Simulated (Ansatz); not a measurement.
BaTe, CsCl type, relaxed with r2SCAN: space group Pm-3m (No. 221), cubic; conventional cell a = 4.245 Å, 38.24 Å³ an atom. Ba has 8 Te at 3.68 Å; Te has 8 Ba at 3.68 Å. One-shot G0W0@PBE in the plane-wave code Ansatz on a 4×4×4 mesh (contour deformation, no spin-orbit coupling), from a PBE gap of 0.842 eV over the mesh points (the G0W0 gap is indirect on the mesh); the number N of bands summed and the screening cutoff rise together. Note: simulated data, non-magnetic, for a generated structure that need not be the stable one.

```
  N  cutoff (eV)  1000/N  G0W0 gap (eV)
137           80   7.299          1.529
300          140   3.333          1.647
```

Lay a straight line in 1000/N through these rows.
The slope is -0.0298 eV per unit of 1000/N and the intercept 1.746 eV.

Predict the gap at N = 541 (210 eV).
1.746 + (-0.0298) × 1.848 = 1.691 eV; the run gives 1.686 eV, -0.005 eV from the line.

With that run's result added, what limit do the last two rows suggest?
Their slope is (1.686 − 1.647)/(1.848 − 3.333) = -0.0263, which meets 1/N = 0 at 1.73 eV, against 1.746 eV from the first line. The slope flattens, so the first line overshoots; the k mesh isn't extrapolated.

No spin-orbit coupling is included; it can move band edges with weight on the heavy atoms by tenths of an eV.
